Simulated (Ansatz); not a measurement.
# Energy landscape near a BN structure

The calculation used DFT PBE, scalar-relativistic, plane waves, PAW in Ansatz.

Cutoff 420 eV; k points 12×12×4 on the computed 4-atom cell (Γ-centred); Gaussian smearing, width 0.02 eV; no spin polarisation.

Reference cell:

```
B N
1.0
     2.50399    0.00000    0.00000
    -1.25200    2.16852    0.00000
     0.00000    0.00000    6.66120
B N
2 2
Direct
  0.33333 0.66667 0.25000
  0.66667 0.33333 0.75000
  0.33333 0.66667 0.75000
  0.66667 0.33333 0.25000
```

Each variant moves atoms of this cell by the vectors given, if any (Å), and then applies a symmetric strain (tensor components, Cartesian axes). The reference cell isn't relaxed at this level. Energies are per atom at zero smearing, counted from the lowest variant. Pressure is positive in compression.

1. strain (xx yy zz yz xz xy, %) 5.58 1.77 3.40 1.25 -0.23 -1.72; moves: B1 (-0.027, -0.011, -0.010); B2 (0.028, 0.022, -0.019); N3 (0.009, -0.012, 0.003); N4 (-0.010, 0.001, 0.027)
2. strain (xx yy zz yz xz xy, %) 0.21 0.21 9.21 0.00 0.00 0.00; moves: B1 (0.000, 0.000, 0.135); B2 (0.000, 0.000, -0.135); N3 (0.000, 0.000, -0.041); N4 (0.000, 0.000, 0.041)
3. strain (xx yy zz yz xz xy, %) -2.19 -2.96 -5.58 -0.38 -1.07 1.01; moves: B1 (0.043, -0.034, 0.017); B2 (0.087, 0.064, 0.041); N3 (-0.012, 0.148, -0.074); N4 (-0.118, -0.178, 0.016)
4. strain (xx yy zz yz xz xy, %) -3.81 -3.81 5.20 0.00 0.00 0.00

```csv
variant,ΔE (meV/atom),P (GPa),largest force (eV/Å),gap on mesh (eV),space group
1,59.2,-18.13,1.22,3.96,P1
2,0.0,0.54,1.48,4.31,P-3m1
3,396.6,39.86,8.47,2.70,P1
4,78.0,34.48,0.00,4.56,P6_3/mmc
```

Each cell of BN holds layers, and where no dispersion correction was added their binding is poorly described.